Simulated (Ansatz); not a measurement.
# K: elastic constants, part 1 of 2

Aim: the elastic tensor from the stress of slightly strained cells, and the moduli that follow. Runs: cell and atoms relaxed (PAW); reference run (PAW); cell relaxed at 2 GPa (PAW); at 2 GPa (PAW).

The COD entry's cell or inner coordinates are ideal or old and differ from later refinements, so a difference from it is no clean test against experiment.

Computed with Ansatz 0.2.0 (DFT r²SCAN, frozen-core PAW, scalar-relativistic unless said, unless a step's input says otherwise).

2 further runs of the same task are left out: 2 set aside as unsound or not needed.

### 1 The starting structure

The structure is cubic, space group Im-3m (No. 229). The conventional cell has a = 5.225 Å, b = 5.225 Å, c = 5.225 Å, α = 90.00°, β = 90.00°, γ = 90.00°.

As a file:

```cif
data_structure
_symmetry_space_group_name_H-M 'Im-3m'
_symmetry_Int_Tables_number 229
_cell_length_a 5.2250
_cell_length_b 5.2250
_cell_length_c 5.2250
_cell_angle_alpha 90.000
_cell_angle_beta 90.000
_cell_angle_gamma 90.000
_cell_volume 142.65
loop_
_atom_site_label
_atom_site_type_symbol
_atom_site_symmetry_multiplicity
_atom_site_Wyckoff_symbol
_atom_site_fract_x
_atom_site_fract_y
_atom_site_fract_z
_atom_site_occupancy
K1 K 2 a 0.00000 0.00000 0.00000 1
```

Cartesian axes are those of the input's lattice vectors. The structure goes back to a database entry.

### 2 Cell and atoms relaxed, PAW

input.yaml

```yaml
crystal:
  lattice:
    - [-2.6125, 2.6125, 2.6125]
    - [2.6125, -2.6125, 2.6125]
    - [2.6125, 2.6125, -2.6125]
  atoms:
    - { symbol: K, position: [0.0, 0.0, 0.0] }
kpoints:
  mp_grid: { grid: [14, 14, 14] }
scf:
  occupations: { method: fermi_dirac, width: 0.1 }
hamiltonian:
  xc: r2scan
  pseudopotentials: { kind: paw }
relax:
  f_tol: 0.002
  max_steps: 80
  cell: {}
output:
  forces: true
  stress: true
```

The run is started by

```
ansatz run input.yaml --threads 1 --pin off --max-ram 2560MiB --backend cpu --events-out ev --progress --plain --runs-dir out
```

The program printed:

```text
Engine: ansatz 0.2.0
Pseudopotentials: kind: paw
Pseudopotential: K, paw, valence charge 9, recommended cutoff 500 eV (meta_gga), K.paw.azcp
Functional definition: r2SCAN
  parameter k0 = 0.174
  parameter k1 = 0.065
  parameter a1 = 4.9479
  exchange = r2scan_x(k0 = k0, k1 = k1, a1 = a1)
  correlation = r2scan_c
Crystal: 1 atoms, lattice volume = 71.323 Å³
Basis set: ecut = 500 eV, 1865 PW (Γ), exchange–correlation on 144×144×144 points (64 copies of the dense FFT grid, shifted against one another)
Bands: 9, of which v1, the nominal top of the filled ones, is band 5 counted from 1 (4 counted from 0)
Symmetry: 48 space group operations
Space group: Im-3m (ITA 229), of the structure as read, at distance tolerance 4.1e-5 Å
k-points: 104 of 2744
Non-local potential: K, projectors of the file, l = 0: 3, l = 1: 2, l = 2: 2
PAW form: soft (Blöchl's): semilocal exchange-correlation on the pseudo side does not see the compensation charge
PAW frozen core: K, regenerated for the run's functional (the file was generated under x = pbe(κ = 0.804, μ = 0.2195149727645171), c = pbe(β = 0.06672455060314922))
PAW one-centre angular grid: K, 302 points (default); XC on 160 Gauss nodes
Initial density: superposition of atomic densities (neutral atoms: chi_scale 0, normalization atom), corrected by the library's trained network
Initial wavefunctions: pseudopotential atomic-orbital guess
Functional: x = r2scan, c = r2scan; τ floored in thin density (d = 2e-4 eV/Å³)
SCF iter   1: F=—  HF=-1542.485634 eV  |F-HF|=—  |Δ(HF+E_count)|=         —  Δρ=2.28e-3  dr2=1.43e-3  dr2_τ=1.43e-4  ethr=1.77e-3  ⟨swp⟩=5.3  Hψ=7004  notcnv=0
preconditioner: auto → Kerker (q_TF=auto, 1.932 Å⁻¹)  [metal: Δε(μ)=0.055 eV  Ē_g=4.512 eV  σ=0.100 eV  W_gap=0.14  n_scr=12 (ndim 8)  ℏωp=4.4 eV  f_vac=0.000  D(μ)=0.71/eV (n_scr^D=0)]
SCF iter   2: F=—  HF=-1542.486091 eV  |F-HF|=—  |Δ(HF+E_count)|=   4.56e-4  Δρ=1.14e-3  dr2=3.67e-4  dr2_τ=2.32e-5  ethr=1.59e-5  ⟨swp⟩=2.4  Hψ=2566  notcnv=0
SCF iter   3: F=—  HF=-1542.486598 eV  |F-HF|=—  |Δ(HF+E_count)|=   5.07e-4  Δρ=2.14e-4  dr2=4.75e-5  dr2_τ=5.89e-6  ethr=4.07e-6  ⟨swp⟩=2.3  Hψ=1344  notcnv=0
SCF iter   4: F=—  HF=-1542.486651 eV  |F-HF|=—  |Δ(HF+E_count)|=   5.30e-5  Δρ=7.21e-5  dr2=6.28e-6  dr2_τ=2.29e-7  ethr=5.28e-7  ⟨swp⟩=2.3  Hψ=1330  notcnv=0
iter 5 did not close the SCF: its close was put off for the readings that it lacked (scf_convergence_deferred on its scf_iter line)
SCF iter   5: F=-1542.486653 eV  HF=-1542.486652 eV  |F-HF|=1.62e-7  |Δ(HF+E_count)|=   1.66e-6  Δρ=1.33e-5  dr2=8.19e-8  dr2_τ=1.52e-8  ethr=6.98e-8  ⟨swp⟩=2.4  Hψ=1325  notcnv=0
SCF iter   6: F=-1542.486653 eV  HF=-1542.486653 eV  |F-HF|=7.27e-10  |Δ(HF+E_count)|=   1.89e-7  Δρ=1.33e-6  dr2=1.13e-9  dr2_τ=1.25e-10  ethr=9.10e-10  ⟨swp⟩=2.6  Hψ=3224  notcnv=0
SCF 1 converged in 6 iterations: F = -1542.486653 eV  dr2 = 1.13e-9
relax step   1: F+E_penalty+E_count = -1542.48665262 eV  Δ(F+E_penalty+E_count) = +0.000e0 eV  max|allowed force component| = 0.000e0 eV/Å  Δτ_max = 0.0000 Å  P = +0.281 GPa  Ω = 71.323 Å³  (6 SCF iters, dr2 threshold 1.00e-7 eV, accepted)
Crystal: 1 atoms, lattice volume = 71.921 Å³
Initial density: handed on by an earlier stage of this run
Initial wavefunctions: those handed on with the density
iter 1 solved again at ethr=2.26e-7 eV; its pass at ethr=3.10e-3 eV (dr2=2.03e-5 eV) is discarded
SCF iter   1: F=—  HF=-1542.486614 eV  |F-HF|=—  |Δ(HF+E_count)|=         —  Δρ=9.72e-5  dr2=9.67e-6  dr2_τ=3.19e-4  ethr=2.26e-7  ⟨swp⟩=2.0  Hψ=7828  notcnv=0
preconditioner: auto → Kerker (q_TF=auto, 1.930 Å⁻¹)  [metal: Δε(μ)=0.054 eV  Ē_g=4.466 eV  σ=0.100 eV  W_gap=0.13  n_scr=12 (ndim 8)  ℏωp=4.4 eV  f_vac=0.000  D(μ)=0.72/eV (n_scr^D=0)]
SCF iter   2: F=—  HF=-1542.487616 eV  |F-HF|=—  |Δ(HF+E_count)|=   1.00e-3  Δρ=3.11e-5  dr2=5.18e-7  dr2_τ=5.15e-7  ethr=1.07e-7  ⟨swp⟩=2.3  Hψ=1524  notcnv=0
SCF iter   3: F=—  HF=-1542.487617 eV  |F-HF|=—  |Δ(HF+E_count)|=   1.46e-6  Δρ=2.01e-5  dr2=2.33e-7  dr2_τ=2.46e-8  ethr=1.11e-9  ⟨swp⟩=4.3  Hψ=2810  notcnv=0
SCF iter   4: F=-1542.487617 eV  HF=-1542.487617 eV  |F-HF|=6.92e-9  |Δ(HF+E_count)|=   1.22e-7  Δρ=4.72e-6  dr2=2.40e-8  dr2_τ=1.18e-9  ethr=1.11e-9  ⟨swp⟩=2.2  Hψ=3171  notcnv=0
SCF 2 converged in 4 iterations: F = -1542.487617 eV  dr2 = 2.40e-8
relax step   2: F+E_penalty+E_count = -1542.48761742 eV  Δ(F+E_penalty+E_count) = -9.648e-4 eV  max|allowed force component| = 0.000e0 eV/Å  Δτ_max = 0.0000 Å  P = +0.245 GPa  Ω = 71.921 Å³  energy of the carried Pulay correction = -1.562e-5 eV  (4 SCF iters, dr2 threshold 1.00e-7 eV, accepted)
Crystal: 1 atoms, lattice volume = 76.218 Å³
Basis set: ecut = 500 eV, 1961 PW (Γ), exchange–correlation on 144×144×144 points (64 copies of the dense FFT grid, shifted against one another)
iter 1 solved again at ethr=6.23e-6 eV; its pass at ethr=3.10e-3 eV (dr2=5.61e-4 eV) is discarded
SCF iter   1: F=—  HF=-1542.439259 eV  |F-HF|=—  |Δ(HF+E_count)|=         —  Δρ=8.02e-4  dr2=6.20e-4  dr2_τ=1.54e-2  ethr=6.23e-6  ⟨swp⟩=2.0  Hψ=8077  notcnv=0
preconditioner: auto → Kerker (q_TF=auto, 1.911 Å⁻¹)  [metal: Δε(μ)=0.053 eV  Ē_g=4.357 eV  σ=0.100 eV  W_gap=0.13  n_scr=12 (ndim 8)  ℏωp=4.3 eV  f_vac=0.000  D(μ)=0.74/eV (n_scr^D=0)]
SCF iter   2: F=—  HF=-1542.490866 eV  |F-HF|=—  |Δ(HF+E_count)|=   5.16e-2  Δρ=3.00e-4  dr2=4.70e-5  dr2_τ=4.79e-5  ethr=6.23e-6  ⟨swp⟩=2.3  Hψ=1906  notcnv=0
SCF iter   3: F=—  HF=-1542.490906 eV  |F-HF|=—  |Δ(HF+E_count)|=   3.98e-5  Δρ=1.84e-4  dr2=1.89e-5  dr2_τ=2.61e-6  ethr=5.22e-7  ⟨swp⟩=2.5  Hψ=1446  notcnv=0
SCF iter   4: F=—  HF=-1542.490910 eV  |F-HF|=—  |Δ(HF+E_count)|=   3.65e-6  Δρ=3.94e-5  dr2=1.72e-6  dr2_τ=8.20e-8  ethr=2.10e-7  ⟨swp⟩=2.0  Hψ=1310  notcnv=0
SCF iter   5: F=—  HF=-1542.490911 eV  |F-HF|=—  |Δ(HF+E_count)|=   1.13e-6  Δρ=3.69e-5  dr2=1.03e-6  dr2_τ=1.79e-7  ethr=1.91e-8  ⟨swp⟩=2.5  Hψ=1340  notcnv=0
SCF iter   6: F=—  HF=-1542.490911 eV  |F-HF|=—  |Δ(HF+E_count)|=   3.07e-7  Δρ=2.03e-5  dr2=3.38e-7  dr2_τ=3.81e-8  ethr=1.15e-8  ⟨swp⟩=2.0  Hψ=1275  notcnv=0
SCF iter   7: F=—  HF=-1542.490911 eV  |F-HF|=—  |Δ(HF+E_count)|=   1.11e-8  Δρ=1.55e-5  dr2=1.99e-7  dr2_τ=2.22e-8  ethr=3.76e-9  ⟨swp⟩=1.0  Hψ=936  notcnv=0
SCF iter   8: F=-1542.490911 eV  HF=-1542.490911 eV  |F-HF|=1.91e-8  |Δ(HF+E_count)|=   3.46e-9  Δρ=8.26e-6  dr2=5.71e-8  dr2_τ=6.36e-9  ethr=1.11e-9  ⟨swp⟩=2.0  Hψ=3118  notcnv=0
SCF 3 converged in 8 iterations: F = -1542.490911 eV  dr2 = 5.71e-8
relax step   3: F+E_penalty+E_count = -1542.49091057 eV  Δ(F+E_penalty+E_count) = -3.293e-3 eV  max|allowed force component| = 0.000e0 eV/Å  Δτ_max = 0.0000 Å  P = +0.019 GPa  Ω = 76.218 Å³  energy of the carried Pulay correction = -1.241e-4 eV  (8 SCF iters, dr2 threshold 1.00e-7 eV, accepted)
Initial wavefunctions: pseudopotential atomic-orbital guess (no wavefunctions were taken with the density)
iter 1 solved again at ethr=4.61e-8 eV; its pass at ethr=3.10e-3 eV (dr2=4.15e-6 eV) is discarded
SCF iter   1: F=—  HF=-1542.491051 eV  |F-HF|=—  |Δ(HF+E_count)|=         —  Δρ=5.29e-5  dr2=2.47e-7  dr2_τ=9.37e-7  ethr=4.61e-8  ⟨swp⟩=3.2  Hψ=10091  notcnv=0
preconditioner: auto → Kerker (q_TF=auto, 1.911 Å⁻¹)  [metal: Δε(μ)=0.053 eV  Ē_g=4.371 eV  σ=0.100 eV  W_gap=0.13  n_scr=12 (ndim 8)  ℏωp=4.3 eV  f_vac=0.000  D(μ)=0.74/eV (n_scr^D=0)]
SCF iter   2: F=—  HF=-1542.491051 eV  |F-HF|=—  |Δ(HF+E_count)|=   2.68e-7  Δρ=2.79e-5  dr2=7.99e-8  dr2_τ=5.50e-8  ethr=2.74e-9  ⟨swp⟩=2.0  Hψ=1316  notcnv=0
SCF iter   3: F=—  HF=-1542.491051 eV  |F-HF|=—  |Δ(HF+E_count)|=   4.33e-8  Δρ=1.65e-6  dr2=1.37e-9  dr2_τ=5.85e-10  ethr=8.88e-10  ⟨swp⟩=2.4  Hψ=1444  notcnv=0
SCF iter   4: F=—  HF=-1542.491051 eV  |F-HF|=—  |Δ(HF+E_count)|=   5.15e-9  Δρ=5.32e-7  dr2=2.96e-10  dr2_τ=2.05e-11  ethr=1.52e-11  ⟨swp⟩=2.0  Hψ=1446  notcnv=0
SCF iter   5: F=—  HF=-1542.491051 eV  |F-HF|=—  |Δ(HF+E_count)|=  1.11e-10  Δρ=1.34e-7  dr2=2.20e-11  dr2_τ=2.05e-12  ethr=3.29e-12  ⟨swp⟩=2.0  Hψ=1321  notcnv=0
SCF iter   6: F=-1542.491051 eV  HF=-1542.491051 eV  |F-HF|=4.55e-13  |Δ(HF+E_count)|=  2.64e-11  Δρ=2.83e-8  dr2=5.91e-13  dr2_τ=3.34e-14  ethr=1.00e-12  ⟨swp⟩=5.0  Hψ=3103  notcnv=0
SCF 4 converged in 6 iterations: F = -1542.491051 eV  dr2 = 5.91e-13
relax step   4: F+E_penalty+E_count = -1542.49105090 eV  Δ(F+E_penalty+E_count) = -1.403e-4 eV  max|allowed force component| = 0.000e0 eV/Å  Δτ_max = 0.0000 Å  P = +0.020 GPa  Ω = 76.218 Å³  stress off target by 2.01e-2 GPa  SCF on the basis re-selected at this cell (its energy is not comparable with the rows above)  (6 SCF iters)
basis re-selected at this cell: Δ(F+E_penalty+E_count) = -1.403e-4 eV, ΔP = +0.001 GPa vs the last step (what re-selecting the basis moved, of the pressure what is left beyond the Pulay correction that the steps carried, after the strain that the cell walked since its last selection, with what the two solves' SCF thresholds leave and, on support functions, any second-order correction that the steps lacked; it is no measure of the basis error at this ecutwfc). This SCF's stress stands 2.01e-2 GPa from its target on what of the cell is left free (relax.cell.stress_tol is 5.00e-2 GPa) and its largest allowed force component is 0.00e0 eV/Å (relax.f_tol is 2.00e-3 eV/Å): within both
SCF converged after 6 iterations
Free energy (F): -1542.491051 eV
Harris-Foulkes:  -1542.491051 eV  (|F-HF|=4.55e-13)
Internal energy: -1542.466801 eV  (E = F + TS)
E sigma→0 (E₀):  -1542.478926 eV
Entropy (-TS):   -0.024250 eV (-24.250 meV/atom)
Fermi energy:    1.668920 eV
--- Per-component energies (eV) ---
  E_band       = -150.846027
  E_kinetic    = 252.176740
  E_local      = -761.801616  (includes V_loc(G=0)·N_el)
  E_nonlocal   = 12.759335
  E_hartree    = 272.005174
  E_xc         = -132.215719
  E_vxc        = -184.006644  (∫ρ·V_xc dr)
  E_paw        = -787.892998  (= ΣΔE_a)
  E_vpaw       = -25.166717  (= ΣTr[D̂ρ^β])
  E_aug_tail   = -0.000002  (compensation charges beyond the density's cutoff)
  E_vtau       = 11.182536  (kinetic-family band-sum trace: ∫τ·v_τ [+ j·A + Jᵃ·Aᵃ] dr)
  E_ewald      = -397.301530
  E_core_change = -0.196185  (= ΣΔE_core)
  E_smearing   = -0.024250  (= −TS)
  E_closure    = 0.000000  (closes the sum)
  Σ components = -1542.491051   (vs F -1542.491051, Δ=0.00e0)
--- Forces (eV/Å), atoms counted from 1 ---
  atom   1  K     -0.00000000    -0.00000000     0.00000000
  max |Σ_I F_I| component: 2.82e-32 eV/Å
--- Stress (GPa, compression-positive) ---
        0.020129      -0.000000      -0.000000
       -0.000000       0.020129      -0.000000
       -0.000000       0.000000       0.020129
  P = ⅓ Tr σ = 0.0201 GPa (0.201 kbar)
--- Relaxed structure (3 steps of the walk, 3 accepted, 1 SCFs on fresh bases) ---
  F+E_penalty+E_count = -1542.49105090 eV   max|allowed force component| = 0.000e0 eV/Å   (the final SCF, on the basis selected at the relaxed cell)
  cell:  # Å, volume = 76.2183 Å³
    - [-2.670954592880596, 2.6709545928805953, 2.670954592880596]
    - [2.670954592880596, -2.6709545928805953, 2.670954592880596]
    - [2.670954592880596, 2.6709545928805953, -2.670954592880596]
  atoms:
    - { symbol: K, position: [0.0, 0.0, 0.0] }
```

Run time: 37 s. Hardware: 1 thread of Arm Neoverse V1, shared host; peak memory 0.61 GiB.

The steps of the relaxation:

| step | energy from step 1 (eV/cell) | largest force component (eV/Å) | pressure (GPa) | volume (Å³) |
| --- | --- | --- | --- | --- |
| 1 | 0.0000 | 0.0000 | 0.28 | 71.32 |
| 2 | -0.0010 | 0.0000 | 0.24 | 71.92 |
| 3 | -0.0043 | 0.0000 | 0.02 | 76.22 |
| 4 | -0.0044 | 0.0000 | 0.02 | 76.22 |

Step 1 is the start. Step 4 repeats the geometry before on a plane-wave basis chosen anew for that cell, so the energy can jump there without any move; the table keeps such jumps.

| input's cell | before | after | change |
| --- | --- | --- | --- |
| a (Å) | 4.525 | 4.626 | +2.2 % |
| b (Å) | 4.525 | 4.626 | +2.2 % |
| c (Å) | 4.525 | 4.626 | +2.2 % |
| volume (Å³/atom) | 71.32 | 76.22 | +6.9 % |

### 3 Reference run, PAW

input.yaml

```yaml
crystal:
  lattice:
    - [-2.67095459288, 2.67095459288, 2.67095459288]
    - [2.67095459288, -2.67095459288, 2.67095459288]
    - [2.67095459288, 2.67095459288, -2.67095459288]
  atoms:
    - { symbol: K, position: [0.0, 0.0, 0.0] }
kpoints:
  mp_grid: { grid: [14, 14, 14] }
scf:
  occupations: { method: fermi_dirac, width: 0.1 }
hamiltonian:
  xc: r2scan
  pseudopotentials: { kind: paw }
elastic:
  mode: relaxed_ion
  stencil: two_point
  amplitude: 0.003
```

The run is started by

```
ansatz run input.yaml --threads 1 --pin off --max-ram 2560MiB --backend cpu --events-out ev --progress --plain --runs-dir out
```

The program printed (excerpt; [...] marks lines left out):

```text
[...]
[... 3 set-up lines as earlier in the session ...]
[...]
Crystal: 1 atoms, lattice volume = 76.218 Å³
Basis set: ecut = 500 eV, 1961 PW (Γ), exchange–correlation on 144×144×144 points (64 copies of the dense FFT grid, shifted against one another)
Bands: 9, of which v1, the nominal top of the filled ones, is band 5 counted from 1 (4 counted from 0)
[... 1 set-up line as earlier in the session ...]
Space group: Im-3m (ITA 229), of the structure as read, at distance tolerance 4.2e-5 Å
k-points: 104 of 2744
[...]
SCF iter   1: F=—  HF=-1542.490503 eV  |F-HF|=—  |Δ(HF+E_count)|=         —  Δρ=2.20e-3  dr2=1.44e-3  dr2_τ=1.33e-4  ethr=1.77e-3  ⟨swp⟩=5.2  Hψ=6982  notcnv=0
[...]
  moduli (Voigt/Reuss/Hill, GPa): K = 3.48/3.48/3.48   G = 1.74/0.86/1.30   E = 3.46   ν = 0.334
  mechanically stable: yes (min eigenvalue of sym C = 0.85 GPa)
  strain η (Voigt 11):  stress-route row diagonal C_11 = 4.05 GPa, energy-path curvature d²(F+E_count+ΔE)/dδ²/Ω₀ = 4.05 GPa
         δ    σ_11 (GPa)             F (eV)   n_scf  n_hpsi   n_pw
    -3.000e-3      -0.0324       -1542.4910136      10   56591   1961   relax 0 steps, max|allowed force component| 0.00e0 eV/Å
     3.000e-3      -0.0081       -1542.4910713       6   43976   1961   relax 0 steps, max|allowed force component| 0.00e0 eV/Å
  strain η (Voigt 23):  stress-route row diagonal C_44 = 2.62 GPa, energy-path curvature d²(F+E_count+ΔE)/dδ²/Ω₀ = 2.63 GPa
         δ    σ_23 (GPa)             F (eV)   n_scf  n_hpsi   n_pw
    -3.000e-3      -0.0078       -1542.4910456       9   94415   1961   relax 0 steps, max|allowed force component| 0.00e0 eV/Å
     3.000e-3       0.0078       -1542.4910456       4   65358   1961   relax 0 steps, max|allowed force component| 0.00e0 eV/Å
```

Wall time 2.5 min (1 thread of Arm Neoverse V1, shared host); peak memory 0.85 GiB.

C in GPa (Voigt order xx, yy, zz, yz, xz, xy):

```
4.0 3.2 3.2 0.0 0.0 0.0
3.2 4.0 3.2 0.0 0.0 0.0
3.2 3.2 4.0 0.0 0.0 0.0
0.0 0.0 0.0 2.6 0.0 0.0
0.0 0.0 0.0 0.0 2.6 0.0
0.0 0.0 0.0 0.0 0.0 2.6
```

(Continued in part 2 of 2.)
